Exact exchange is what sets a hybrid functional apart from its simpler parent, so two hybrids with the same share of it might be expected to want much the same crystal. PBE0 and r2SCAN0 each take a quarter of their exchange from the exact expression. Yet in one and the same cell of zinc oxide, PBE0 finds the crystal squeezed and r2SCAN0 finds it stretched.

Hybrid density functional calculations with Ansatz 0.2.0 for bulk ZnO (space group P6₃mc), using plane waves, PAW potentials and a 6×6×4 k mesh, without spin polarisation. Every row uses the same cell and atomic positions, taken from r2SCAN. Pressure and stress are positive in compression, and z lies along the c axis.

```tsv
functional	wave cutoff	pressure (GPa)	stress xx (GPa)	stress zz (GPa)
DDH-PBE0	420 eV	2.400	2.400	2.300
HSE06	420 eV	1.700	1.700	1.500
PBE0	420 eV	1.400	1.500	1.300
r2SCAN0	500 eV	-2.100	-2.000	-2.300
r2SCANh	500 eV	-0.900	-0.800	-1.000
```

A positive pressure means that the crystal is held smaller than the functional would like, and would expand if released. A negative one means that it would shrink. The cell was relaxed with r2SCAN, so each pressure compares a functional's preferred volume with that of r2SCAN, not with experiment. In every row the stresses along the three axes share the sign of the pressure and lie close to it in size, so the disagreement is mainly about size rather than shape.

Dividing a pressure by the bulk modulus turns it into a change of volume. With a rough, recalled bulk modulus of 140 GPa, DDH-PBE0 at 2.36 GPa would enlarge the cell by about 1.7%, while r2SCAN0 would shrink it by about 1.5%. The change in each edge is about a third of that. Pressures with two decimals, here and below, are the values of the same runs before rounding.

The order of the rows follows mainly from two influences. The semilocal parent, PBE or r2SCAN, sets the volume from which a hybrid starts, and exact exchange then pulls the crystal inwards. The second influence is seen most plainly in the r2SCAN pair, where the parent and the cutoff stay the same. Raising the share of exact exchange from 10% in r2SCANh to 25% in r2SCAN0 makes the pressure more negative, from −0.89 to −2.11 GPa.

The inward pull comes mainly from how the two kinds of exchange energy change with volume. When the crystal is made smaller, exact exchange favours the change more, or resists it less, than the exchange it replaces. A likely reason lies where the shells of neighbouring ions meet. Pushing them together smooths the density there, and a semilocal functional, which judges exchange from the density close by, seems to count this as a greater loss than exact exchange does. Exact exchange also cancels part of the false repulsion of an electron with itself, which can make the shells more compact, but this rearrangement is expected to be the smaller effect.

The different starting points are also understood. PBE favours electron densities that vary strongly in space, and moving atoms apart makes the density more uneven. It therefore tends to make solids such as ZnO too large. The r2SCAN functional also uses the kinetic energy density, which lets it tell different kinds of bonding apart, and it largely avoids this excess.

These ideas lead to a simple formula. A hybrid replaces a fraction $a$ of its parent's exchange energy by exact exchange, so its energy is that of the parent plus $a$ times the difference between the two exchange energies. The electrons do rearrange in response, but their arrangement already minimises the parent's energy, so this matters only to second order in $a$. Pressure is minus the change of energy with volume, and so

$$P(a) \approx P_0 + a\,S .$$

Here $P_0$ is the pressure that the parent would show in this cell. The slope $S$ measures how differently exact exchange and the parent's own exchange change with volume. It is negative when exact exchange contracts the crystal.

For the r2SCAN hybrids $P_0$ should be close to zero, because r2SCAN itself shaped the cell. The pressure should then simply be proportional to $a$. Going from r2SCANh to r2SCAN0 multiplies the fraction by 2.5, which predicts $2.5 \times (-0.89) \approx -2.2$ GPa. The calculation for r2SCAN0, which played no part in this prediction, gives −2.11 GPa, so the estimate is about 5% too large in size.

The same formula shows what is odd about DDH-PBE0. It has the highest pressure of the five. This functional is PBE0 with the fraction of exact exchange set to the inverse of the electronic dielectric constant that PBE gives for the crystal. PBE makes the gap of ZnO too small, so the electrons screen too easily, and the constant is expected to come out too large and the fraction small. The high pressure makes sense if this fraction is below the 25% of PBE0, for then less of PBE's excess volume is removed. The band gap can test this, since more exact exchange widens the gap when the rest of the functional stays the same.

The gap does point to a smaller fraction: it is 2.69 eV in DDH-PBE0 and 3.22 eV in PBE0. If exact exchange widens the gap at the rate found in the r2SCAN pair, DDH-PBE0 contains about 19% of it. Starting instead from a rough, recalled PBE gap of 0.8 eV leads to nearly the same share. The fraction is thus an inference from the gaps, though two different estimates of the rate of widening agree on it.

This modest cut in exact exchange raises the pressure by 0.93 GPa, about twice what the slope of the r2SCAN pair would give. Exact exchange therefore seems to contract the crystal about twice as strongly when it replaces PBE exchange. The formula makes sense of this, because the slope depends on the exchange that is taken out as well as on what is put in. On this reading, r2SCAN exchange already follows exact exchange more closely as the volume changes, and replacing it alters less.

The contrast between PBE0 and r2SCAN0 now falls into place. Continued to zero exact exchange, the estimated PBE line starts at 5 to 6 GPa, which is only a rough size because it rests on the inferred fraction. A quarter of exact exchange removes most of this outward pressure but not the whole of it, so PBE0 still pushes outwards. The r2SCAN hybrids start near zero, and even a small share of exact exchange takes them below it.

The distance between the two families is less certain than the order within each. PBE0 and r2SCAN0 differ by 3.5 GPa, but the PBE-based rows were computed with a lower plane-wave cutoff. A finite set of plane waves adds a false stress of its own, and its size was not tested here. Within a family the cutoff is the same, so much of this error should cancel.

HSE06 shows that the range of exact exchange matters as well as its amount. It keeps the 25% of PBE0 between electrons that are very close together and gradually returns to PBE exchange as the distance between them grows. Compared with PBE0, this lowers the gap by 0.69 eV but raises the pressure by only 0.22 GPa. The stresses are loosely converged, so the exact size of so small a pressure difference should not be trusted.

The likely reason lies in what each quantity feels. The preferred volume depends largely on how the shells of neighbouring ions meet. Exchange there acts mostly between electrons that are close together, and for these HSE06 keeps much of its exact exchange. The long-range part mainly moves filled and empty levels apart, and it is expected to do so by nearly the same amount when the cell is made slightly larger or smaller. It can therefore change the gap a great deal while hardly changing the pressure.

For this reason a gap is a poor guide to the volume unless the functionals compared are built alike. HSE06 has a smaller gap than DDH-PBE0, which might suggest less exact exchange and hence a higher pressure. Its pressure is in fact lower by 0.71 GPa, most likely because it holds the larger share between electrons that are close together. The gap could serve as a gauge for DDH-PBE0 only because that functional and PBE0 use exact exchange at every distance.

To place another hybrid of this kind, one should first ask which parent it has, and then how much exact exchange it keeps at short range. The sign of its pressure also depends on the functional that shaped the cell. In a cell relaxed with PBE0, the PBE0 pressure would be zero and the other four would shift by roughly similar amounts, leaving the order much as it is. A pressure in such a comparison is thus a difference between two functionals, and its sign alone does not tell which of them is closer to the real crystal. The printed output after this text gives the proportional prediction for r2SCAN0 and the estimates for the PBE-based hybrids.

Output of the analysis:

```
Unrounded results and rough volume change wanted:
       row  pressure_GPa  gap_eV  volume_change_percent
  DDH-PBE0         2.359    2.69                  1.685
     HSE06         1.653   2.532                  1.181
      PBE0         1.429    3.22                  1.021
   r2SCAN0        -2.106    3.54                 -1.504
   r2SCANh       -0.8864   2.143                -0.6332
PBE0 less r2SCAN0 pressure at equal exchange fraction (GPa): 3.535
r2SCAN hybrids, pressure change per 0.10 of exact exchange (GPa): -0.8131
r2SCAN line continued to zero exact exchange (GPa): -0.07335
r2SCAN0 pressure predicted by proportion from r2SCANh (GPa): -2.216
miss of that prediction, predicted less computed (GPa): -0.11
r2SCAN hybrids, gap change per 0.10 of exact exchange (eV): 0.9318
DDH-PBE0 exchange fraction estimated with the r2SCAN gap slope: 0.1931
DDH-PBE0 exchange fraction estimated with a rough PBE gap: 0.1952
DDH-PBE0 less PBE0 pressure (GPa): 0.9299
the same difference if the r2SCAN pressure slope held (GPa): 0.4628
PBE hybrids, estimated pressure change per 0.10 of exact exchange (GPa): -1.634
PBE line continued to zero exact exchange, rough (GPa): 5.513
rival with one pressure slope, DDH-PBE0 exchange fraction: 0.1356
rival with one pressure slope, implied PBE gap (eV): 2.061
HSE06 less PBE0 pressure (GPa): 0.2238
PBE0 less HSE06 gap (eV): 0.6876
DDH-PBE0 less HSE06 pressure (GPa): 0.7061
DDH-PBE0 less HSE06 gap (eV): 0.1572
```
